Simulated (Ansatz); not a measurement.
# P: the cost of one run

Method: DFT PBE, scalar-relativistic, plane waves, PAW, in Ansatz 0.2.0.

2 further runs of the same task are left out: 2 set aside as unsound or not needed.

**1. The structure to begin with**

Symmetry: Cmce, No. 64, orthorhombic system. The conventional cell has a = 3.310 Å, b = 11.285 Å, c = 4.558 Å, α = 90.00°, β = 90.00°, γ = 90.00°. Around P (site symmetry m) lie 3 P at 2.23 to 2.26 Å.

Coordinates:

```
CELL_PARAMETERS angstrom
1.65522 -5.64272 0.00000
1.65522 5.64272 0.00000
0.00000 0.00000 4.55777
ATOMIC_POSITIONS crystal
P 0.09407 0.90593 0.91372
P 0.59407 0.40593 0.58628
P 0.90593 0.09407 0.08628
P 0.40593 0.59407 0.41372
```

This cell was relaxed beforehand with the same method: volume 21.28 Å³/atom, gap on the mesh 0.12 eV.

**2. The undisturbed cell**

The input, input.yaml:

```yaml
crystal:
  lattice:
    - [1.6552162365, -5.6427177595, 0.0]
    - [1.6552162365, 5.6427177595, 0.0]
    - [0.0, 0.0, 4.5577727328]
  atoms:
    - { symbol: P, position: [0.0940707811, 0.9059292189, 0.9137202417] }
    - { symbol: P, position: [0.5940707811, 0.4059292189, 0.5862797583] }
    - { symbol: P, position: [0.9059292189, 0.0940707811, 0.0862797583] }
    - { symbol: P, position: [0.4059292189, 0.5940707811, 0.4137202417] }
basis:
  ecutwfc: 420
kpoints:
  mp_grid: { grid: [10, 10, 8] }
hamiltonian:
  xc: pbe
scf:
  occupations: { method: gaussian, width: 0.03 }
output:
  forces: true
  stress: true
  eigenvalues: true
```

The run is started by

```bash
> ansatz run input.yaml --threads 2 --pin off --max-ram 5120MiB --backend cpu --events-out ev --progress --plain --runs-dir out
```

Q: Estimate wall time and peak memory on 2 threads of Intel Xeon 6975P-C (Granite Rapids), shared host.

About 2.7 s, with a peak of 0.49 GiB.
